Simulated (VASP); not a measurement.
# AlAs (F-43m) in VASP: band structure with PBE

Aim: the band structure of AlAs with PBE.

All numbers are computed with VASP 6.6.1; they aren't measurements. Logs are shortened: lines on timing, memory, paths and dates and some standing lists are left out, and cuts for length are marked.

### 1 The crystal as given

Symmetry: F-43m, No. 216, cubic system. The conventional cell has a = 5.732 Å, b = 5.732 Å, c = 5.732 Å, α = 90.00°, β = 90.00°, γ = 90.00°. Al (site symmetry -43m) is surrounded by 4 As at 2.48 Å. As (site symmetry -43m) has 4 Al at 2.48 Å as nearest neighbours.

### 2 Band structure, PBE

The input, INCAR:

```
PREC = Accurate
ENCUT = 250
EDIFF = 1E-7
ISMEAR = 0
SIGMA = 0.02
LREAL = False
LASPH = True
NELM = 60
ALGO = Normal
ISIF = 2
LWAVE = False
LCHARG = False
GGA = PE
```

The input, KPOINTS:

```
Automatic mesh
0
Gamma
  10 10 10
```

The input, POSCAR:

```
AlAs                                    
1.0
   -0.0000000000      2.8658077812      2.8658077812
    2.8658077812     -0.0000000000      2.8658077812
    2.8658077812      2.8658077812     -0.0000000000
  Al              As            
     1     1
Direct
     0.0000000000000000    1.0000000000000000    0.0000000000000000
     0.2500000000000000    0.2500000000000000    0.2500000000000000
```

The input, KPOINTS_OPT:

```
path GXWKGLUWLK,UX
20
line-mode
reciprocal
 0.0000000000  0.0000000000  0.0000000000  G
 0.5000000000  0.0000000000  0.5000000000  X

 0.5000000000  0.0000000000  0.5000000000  X
 0.5000000000  0.2500000000  0.7500000000  W

 0.5000000000  0.2500000000  0.7500000000  W
 0.3750000000  0.3750000000  0.7500000000  K

 0.3750000000  0.3750000000  0.7500000000  K
 0.0000000000  0.0000000000  0.0000000000  G

 0.0000000000  0.0000000000  0.0000000000  G
 0.5000000000  0.5000000000  0.5000000000  L

 0.5000000000  0.5000000000  0.5000000000  L
 0.6250000000  0.2500000000  0.6250000000  U

 0.6250000000  0.2500000000  0.6250000000  U
 0.5000000000  0.2500000000  0.7500000000  W

 0.5000000000  0.2500000000  0.7500000000  W
 0.5000000000  0.5000000000  0.5000000000  L

 0.5000000000  0.5000000000  0.5000000000  L
 0.3750000000  0.3750000000  0.7500000000  K

 0.6250000000  0.2500000000  0.6250000000  U
 0.5000000000  0.0000000000  0.5000000000  X
```

Potentials or basis: VASP PAW PBE potentials, release 64 (Al, As).

Command:

```bash
> cat potpaw_PBE.64/Al/POTCAR potpaw_PBE.64/As/POTCAR > POTCAR
> mpirun -np 1 vasp_std > vasp.out
```

OUTCAR:

```text
PREC = Accurate
   ENCUT = 250
   EDIFF = 1E-7
   ISMEAR = 0
   LREAL = False
   LASPH = True
   NELM = 60
   ISIF = 2
   GGA = PE

 ion  position               nearest neighbor table
   1  0.000  0.000  0.000-   2 2.48   2 2.48   2 2.48   2 2.48
   2  0.250  0.250  0.250-   1 2.48   1 2.48   1 2.48   1 2.48

  LATTYP: Found a face centered cubic cell.
 ALAT       =     5.7316155624

  Lattice vectors:

 A1 = (   0.0000000000,   2.8658077812,   2.8658077812)
 A2 = (   2.8658077812,   0.0000000000,   2.8658077812)
 A3 = (   2.8658077812,   2.8658077812,   0.0000000000)

Analysis of symmetry for initial positions (statically):
=====================================================================
 Subroutine PRICEL returns:
 Original cell was already a primitive cell.

 Routine SETGRP: Setting up the symmetry group for a
 face centered cubic supercell.

 Subroutine GETGRP returns: Found 24 space group operations
 (whereof 24 operations were pure point group operations)
 out of a pool of 48 trial point group operations.

The static configuration has the point symmetry T_d .

Analysis of symmetry for dynamics (positions and initial velocities):
=====================================================================
 Subroutine PRICEL returns:
 Original cell was already a primitive cell.

 Routine SETGRP: Setting up the symmetry group for a
 face centered cubic supercell.

 Subroutine GETGRP returns: Found 24 space group operations
 (whereof 24 operations were pure point group operations)
 out of a pool of 48 trial point group operations.

The dynamic configuration has the point symmetry T_d .

 Subroutine INISYM returns: Found 24 space group operations
 (whereof 24 operations are pure point group operations),
 and found     1 'primitive' translations

----------------------------------------------------------------------------------------

                                     Primitive cell

  volume of cell :      47.0729

  direct lattice vectors                    reciprocal lattice vectors
     0.000000000  2.865807781  2.865807781    -0.174470878  0.174470878  0.174470878
     2.865807781  0.000000000  2.865807781     0.174470878 -0.174470878  0.174470878
     2.865807781  2.865807781  0.000000000     0.174470878  0.174470878 -0.174470878

  length of vectors
     4.052864231  4.052864231  4.052864231     0.302192425  0.302192425  0.302192425

  position of ions in fractional coordinates (direct lattice)
     0.000000000  0.000000000  0.000000000
     0.250000000  0.250000000  0.250000000

  ion indices of the primitive-cell ions
   primitive index   ion index
                 1           1
                 2           2

----------------------------------------------------------------------------------------

 KPOINTS: Automatic mesh

Automatic generation of k-mesh.
 Grid dimensions read from file:
 generate k-points for:   10   10   10

 Generating k-lattice:

  Cartesian coordinates                     Fractional coordinates (reciprocal lattice)
    -0.017447088  0.017447088  0.017447088     0.100000000  0.000000000  0.000000000
     0.017447088 -0.017447088  0.017447088     0.000000000  0.100000000  0.000000000
     0.017447088  0.017447088 -0.017447088     0.000000000  0.000000000  0.100000000

  Length of vectors
     0.030219243  0.030219243  0.030219243

  Shift w.r.t. Gamma in fractional coordinates (k-lattice)
     0.000000000  0.000000000  0.000000000

 Subroutine IBZKPT returns following result:
 ===========================================

 Found     47 irreducible k-points:

 Following reciprocal coordinates:
            Coordinates               Weight
  0.000000  0.000000  0.000000      1.000000
  0.100000  0.000000  0.000000      8.000000
  0.200000  0.000000  0.000000      8.000000
  0.300000  0.000000  0.000000      8.000000
  0.400000  0.000000  0.000000      8.000000
  0.500000  0.000000  0.000000      4.000000
[... 16 lines left out ...]
  0.300000  0.300000  0.000000      6.000000
  0.400000  0.300000  0.000000     24.000000
 [... further k-points ...]
   k-points           NKPTS =     47   k-points in BZ     NKDIM =     47   number of bands    NBANDS=      8
   number of dos      NEDOS =    301   number of ions     NIONS =      2
   total plane-waves  NPLWV =  13824
   dimension x,y,z NGX =    24 NGY =   24 NGZ =   24
   dimension x,y,z NGXF=    48 NGYF=   48 NGZF=   48
   ions per type =               1   1
   NGX,Y,Z   is equivalent  to a cutoff of   9.84,  9.84,  9.84 a.u.
   NGXF,Y,Z  is equivalent  to a cutoff of  19.69, 19.69, 19.69 a.u.
 SYSTEM =  unknown system
   PREC   = accura    normal or accurate (medium, high low for compatibility)
   ISTART =      0    job   : 0-new  1-cont  2-samecut
   ICHARG =      2    charge: 1-file 2-atom 10-const
   ISPIN  =      1    spin polarized calculation?
   LNONCOLLINEAR =      F non collinear calculations
   LSORBIT =      F    spin-orbit coupling
   LASPH  =      T    aspherical Exc in radial PAW
   ENCUT  =  250.0 eV  18.37 Ry    4.29 a.u.   5.23  5.23  5.23*2*pi/ulx,y,z
   NELM   =     60;   NELMIN=  2; NELMDL= -5     # of ELM steps
   EDIFF  = 0.1E-06   stopping-criterion for ELM
   LREAL  =      F    real-space projection
   EDIFFG = 0.1E-05   stopping-criterion for IOM
   NSW    =      0    number of steps for IOM
   IBRION =     -1    ionic relax: 0-MD 1-quasi-New 2-CG
   NFREE  =      0    steps in history (QN), initial steepest desc. (CG)
   ISIF   =      2    stress and relaxation
   ISYM   =      2    0-nonsym 1-usesym 2-fastsym
   POTIM  = 0.5000    time-step for ionic-motion
   TEBEG  =    0.0;   TEEND  =   0.0 temperature during run
   PSTRESS=    0.0 pullay stress
   NELECT =       8.0000    total number of electrons
   NUPDOWN=      -1.0000    fix difference up-down
   EMIN   =  10.00;   EMAX   =-10.00  energy-range for DOS
   EFERMI =   0.00;   METHOD = LEGACY
   ISMEAR =     0;   SIGMA  =   0.02  broadening in eV -4-tet -1-fermi 0-gaus
   EFERMI_NEDOS =   21; number of points for ismear=-14 and -15
   IALGO  =     38    algorithm
   IMIX   =      4    mixing-type and parameters
     AMIX     =   0.40;   BMIX     =  1.00
     AMIX_MAG =   1.60;   BMIX_MAG =  1.00
  volume/ion in A,a.u.               =      23.54       158.83
  Fermi-wavevector in a.u.,A,eV,Ry     =   0.906806  1.713615 11.188034  0.822297
  Thomas-Fermi vector in A             =   2.030538
   LORBIT       =      0    0 simple, 1 ext, 2 COOP (PROOUT), +10 PAW based schemes
   GGA     = PE    functional components
   LHFCALC =     F    Hartree Fock is set to
   AEXX    =    0.0000 exact exchange contribution
   IVDW    =     0    specifies the selected vdW correction
   LEPSILON=     F    determine dielectric tensor
   LRPA    =     F    only Hartree local field effects (RPA)
 non-spin polarized calculation
 Gauss-broadening in eV      SIGMA  =   0.02
  energy-cutoff  :      250.00
  volume of cell :       47.07
 maximum number of plane-waves:       444
 NGX is ok and might be reduce to    24
   NGX = 11   NGY = 11   NGZ = 11

 number of electron       7.9999999 magnetization

 Free energy of the ion-electron system (eV)
  ---------------------------------------------------
  ext. energy  EPLUGINS =         0.00000000
  ---------------------------------------------------
  free energy    TOTEN  =        -9.38194344 eV

  energy without entropy =       -9.38194344  energy(sigma->0) =       -9.38194344

 E-fermi :   3.6616     XC(G=0):  -8.8977

 val. band max:        3.5824499021   @ k =   0.0000   0.0000   0.0000
 cond. band min:       5.0782785405   @ k =   0.5000   0.5000   0.0000
 fundamental gap:      1.4958286384
 Fermi energy:         3.6615729255

 k-point     1 :       0.0000    0.0000    0.0000
  band No.  band energies     occupation
      1      -8.0824      2.00000
      2       3.5824      2.00000
      3       3.5824      2.00000
      4       3.5824      2.00000
      5       5.3463      0.00000
      6       7.8031      0.00000
      7       7.8031      0.00000
      8       7.8031      0.00000

 k-point     2 :       0.1000    0.0000    0.0000
  band No.  band energies     occupation
      1      -7.9887      2.00000
      2       2.5410      2.00000
      3       3.4781      2.00000
      4       3.4781      2.00000
      5       6.0228      0.00000
      6       7.9818      0.00000
      7       7.9885      0.00000
      8       7.9885      0.00000

 k-point     3 :       0.2000    0.0000    0.0000
  band No.  band energies     occupation
      1      -7.7205      2.00000
      2       0.9917      2.00000
      3       3.2432      2.00000
      4       3.2432      2.00000
      5       6.1677      0.00000
      6       8.3317      0.00000
      7       8.3317      0.00000
      8       9.0711      0.00000

 k-point     4 :       0.3000    0.0000    0.0000
  band No.  band energies     occupation
      1      -7.3272      2.00000
      2      -0.4090      2.00000
      3       3.0039      2.00000
      4       3.0039      2.00000
      5       5.8939      0.00000
      6       8.4268      0.00000
      7       8.4268      0.00000
      8      10.5279      0.00000

 k-point     5 :       0.4000    0.0000    0.0000
  band No.  band energies     occupation
      1      -6.9290      2.00000
      2      -1.4356      2.00000
      3       2.8386      2.00000
      4       2.8386      2.00000
      5       5.6668      0.00000
      6       8.3059      0.00000
      7       8.3059      0.00000
      8      11.2335      0.00000
[... 177 lines left out ...]
 k-point    22 :      -0.2000    0.2000    0.0000
  band No.  band energies     occupation
      1      -7.1911      2.00000
      2      -0.2447      2.00000
      3       1.4813      2.00000
      4       3.0596      2.00000
      5       7.1264      0.00000
      6       8.5845      0.00000
      7       8.7971      0.00000
      8       9.4018      0.00000

 k-point    23 :       0.3000    0.3000    0.0000
  band No.  band energies     occupation
      1      -7.0612      2.00000
      2      -0.2527      2.00000
      3       2.0128      2.00000
      4       2.0128      2.00000
      5       5.8000      0.00000
      6       6.8460      0.00000
      7      11.0325      0.00000
      8      11.0325      0.00000

 k-point    24 :       0.4000    0.3000    0.0000
  band No.  band energies     occupation
      1      -6.7387      2.00000
      2      -0.8845      2.00000
      3       1.5392      2.00000
      4       1.8403      2.00000
      5       5.7764      0.00000
      6       6.8119      0.00000
      7      10.9421      0.00000
      8      11.4113      0.00000

 [... further k-points ...]
[... 5 lines left out ...]
  --------------------------------------------------------------------------------------
  -------------------------------------------------------------------------------------
  Total       -0.0018891     -0.0018891     -0.0018891      0.0000000      0.0000000      0.0000000
  in kB       -0.0642965     -0.0642965     -0.0642965      0.0000000      0.0000000      0.0000000
  external PRESSURE =      -0.0642965 kB  Pullay stress =       0.0000000 kB

 VOLUME and BASIS-vectors are now :
 -----------------------------------------------------------------------------
  energy-cutoff  :      250.00
  volume of cell :       47.07
      direct lattice vectors                 reciprocal lattice vectors
     0.000000000  2.865807781  2.865807781    -0.174470878  0.174470878  0.174470878
     2.865807781  0.000000000  2.865807781     0.174470878 -0.174470878  0.174470878
     2.865807781  2.865807781  0.000000000     0.174470878  0.174470878 -0.174470878

 POSITION                                       TOTAL-FORCE (eV/Angst)
 -----------------------------------------------------------------------------------
      0.00000      0.00000      0.00000         0.000000     -0.000000      0.000000
      1.43290      1.43290      1.43290        -0.000000      0.000000     -0.000000
 -----------------------------------------------------------------------------------
    total drift:                               -0.000001     -0.000001     -0.000001

  FREE ENERGIE OF THE ION-ELECTRON SYSTEM (eV)
  ---------------------------------------------------
  free  energy   TOTEN  =        -9.3819434393 eV

  energy  without entropy=       -9.3819434393  energy(sigma->0) =       -9.38194344
```

Wall time 10 s (1 thread of Intel Xeon 6975P-C (Granite Rapids), shared host); peak memory 0.14 GiB.

What came out:

```
Free energy             : -9.3819 eV
Band gap on the k mesh  : 1.50 eV, indirect (least direct gap 1.76 eV)
Band gap along the path : 1.50 eV, indirect (least direct gap 1.76 eV)
```

Levels at the corners of the path, in eV from the valence-band top:
```
point  band 1  band 2  band 3  band 4  band 5  band 6  band 7  band 8
    Γ  -11.66    0.00    0.00    0.00    1.76    4.22    4.22    4.22
    X   -9.81   -5.31   -2.10   -2.10    1.50    2.29   10.05   10.05
    X   -9.81   -5.31   -2.10   -2.10    1.50    2.29   10.05   10.05
    W   -9.78   -5.00   -3.04   -2.71    4.32    5.45    5.57    6.01
    W   -9.78   -5.00   -3.04   -2.71    4.32    5.45    5.57    6.01
    K   -9.84   -5.07   -3.27   -1.74    2.25    4.89    8.00    8.10
    K   -9.84   -5.07   -3.27   -1.74    2.25    4.89    8.00    8.10
    Γ  -11.66    0.00    0.00    0.00    1.76    4.22    4.22    4.22
    Γ  -11.66    0.00    0.00    0.00    1.76    4.22    4.22    4.22
    L  -10.33   -5.41   -0.80   -0.80    2.00    4.65    4.65    7.68
    L  -10.33   -5.41   -0.80   -0.80    2.00    4.65    4.65    7.68
    U   -9.84   -5.07   -3.27   -1.74    2.25    4.89    8.00    8.10
    U   -9.84   -5.07   -3.27   -1.74    2.25    4.89    8.00    8.10
    W   -9.78   -5.00   -3.04   -2.71    4.32    5.45    5.57    6.01
    W   -9.78   -5.00   -3.04   -2.71    4.32    5.45    5.57    6.01
    L  -10.33   -5.41   -0.80   -0.80    2.00    4.65    4.65    7.68
    L  -10.33   -5.41   -0.80   -0.80    2.00    4.65    4.65    7.68
    K   -9.84   -5.07   -3.27   -1.74    2.25    4.89    8.00    8.10
    U   -9.84   -5.07   -3.27   -1.74    2.25    4.89    8.00    8.10
    X   -9.81   -5.31   -2.10   -2.10    1.50    2.29   10.05   10.05
```

Caveat: the cutoff is under 1.25 times the usual one of these potentials, so pressure, stress and relaxed cells hold a basis-set (Pulay) error.
